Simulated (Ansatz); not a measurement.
Bi2Te3 (Tellurobismuthite):

```
CELL_PARAMETERS angstrom
2.19300 1.26613 10.16567
-2.19300 1.26613 10.16567
0.00000 -2.53226 10.16567
ATOMIC_POSITIONS crystal
Bi 0.60000 0.60000 0.60000
Bi 0.40000 0.40000 0.40000
Te 0.79050 0.79050 0.79050
Te 0.20950 0.20950 0.20950
Te 0.00000 0.00000 0.00000
```

Base run:

| Quantity | Value |
| --- | --- |
| Program | Ansatz 0.2.0 |
| Functional | PBE |
| Potentials or basis | Ansatz PAW |
| Cutoff | 500 eV |
| Density cutoff | 2000 eV |
| k mesh | 7 × 7 × 7 |
| Occupations | fermi-dirac, width 0.05 eV |
| Spin | no spin polarisation |

Its results: band gap on the k mesh 0.29 eV, direct; pressure 1.9 GPa; largest force 0.042 eV/Å.

**Question.** The run is repeated on the same cell with these changes: functional from PBE to BLYP; cutoff from 500 eV to 420 eV; density cutoff from 2000 eV to 1680 eV. What comes out?

**Answer.** Band gap on the k mesh 0.33 eV, direct; pressure 5.4 GPa; largest force 0.060 eV/Å.

BLYP binds less tightly than PBE, so the same cell stands under more pressure.

Caveats: spin-orbit coupling is left out, which as a rule narrows the gap of such compounds by several tenths of an eV; odd divisions of the mesh miss points on the zone boundary, where band edges often lie, so the gap on the mesh can be too wide (some runs); the potentials were made for another functional, which shifts forces and pressure (some runs); the PAW data sets come from PBE, with cores solved anew for the run's functional, which leaves a small shift of forces and pressure (some runs).

Not every run made on this cell is shown here.
